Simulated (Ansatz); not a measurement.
# Zr2N: the cost of one run

Method: DFT PBEsol, scalar-relativistic, plane waves, PAW, in Ansatz 0.2.0.

1 further run of the same task is left out (set aside as unsound or not needed). Runs told in other sessions of the task aren't counted.

## (1) Starting point

It takes space group P4_2/mnm (No. 136, tetragonal). Conventional cell: a = 5.370 Å, b = 5.370 Å, c = 3.273 Å, α = 90.00°, β = 90.00°, γ = 90.00°. Zr (site symmetry m2m) is surrounded by 3 N at 2.25 Å. Around N (site symmetry mmm) lie 6 Zr at 2.25 Å.

As a file:

```cif
data_structure
_symmetry_space_group_name_H-M 'P4_2/mnm'
_symmetry_Int_Tables_number 136
_cell_length_a 5.3700
_cell_length_b 5.3700
_cell_length_c 3.2726
_cell_angle_alpha 90.000
_cell_angle_beta 90.000
_cell_angle_gamma 90.000
_cell_volume 94.37
loop_
_atom_site_label
_atom_site_type_symbol
_atom_site_symmetry_multiplicity
_atom_site_Wyckoff_symbol
_atom_site_fract_x
_atom_site_fract_y
_atom_site_fract_z
_atom_site_occupancy
Zr1 Zr 4 f 0.29625 0.29625 0.00000 1
N1 N 2 a 0.00000 0.00000 0.00000 1
```

It goes back to an entry of the Materials Project, which need not be the stable form.

This cell was relaxed beforehand with the same method: volume 15.73 Å³/atom, gap on the mesh none (metal).

## (2) The reference: the undisturbed cell on the scan's mesh

Input file input.yaml:

```yaml
crystal:
  lattice:
    - [5.3700487691, 0.0, 0.0]
    - [0.0, 5.3700487691, 0.0]
    - [0.0, 0.0, 3.2726229568]
  atoms:
    - { symbol: Zr, position: [0.2962523428, 0.2962523428, 0.0] }
    - { symbol: Zr, position: [0.7037476572, 0.7037476572, 0.0] }
    - { symbol: Zr, position: [0.7962523428, 0.2037476572, 0.5] }
    - { symbol: Zr, position: [0.2037476572, 0.7962523428, 0.5] }
    - { symbol: "N", position: [0.0, 0.0, 0.0] }
    - { symbol: "N", position: [0.5, 0.5, 0.5] }
basis:
  ecutwfc: 420
kpoints:
  mp_grid: { grid: [10, 10, 14] }
hamiltonian:
  xc: pbesol
scf:
  occupations: { method: gaussian, width: 0.15 }
output:
  forces: true
  stress: true
  eigenvalues: true
  write_density: true
  write_potential: true
  elf: true
  volumetric_format: npy
```

The run is started by

```console
$ ansatz run input.yaml --threads 1 --pin off --max-ram 2560MiB --backend cpu --events-out ev --progress --plain --runs-dir out
```

Q: Estimate wall time and peak memory on 1 thread of Arm Neoverse V1, shared host.

About 41 s, with a peak of 0.61 GiB.
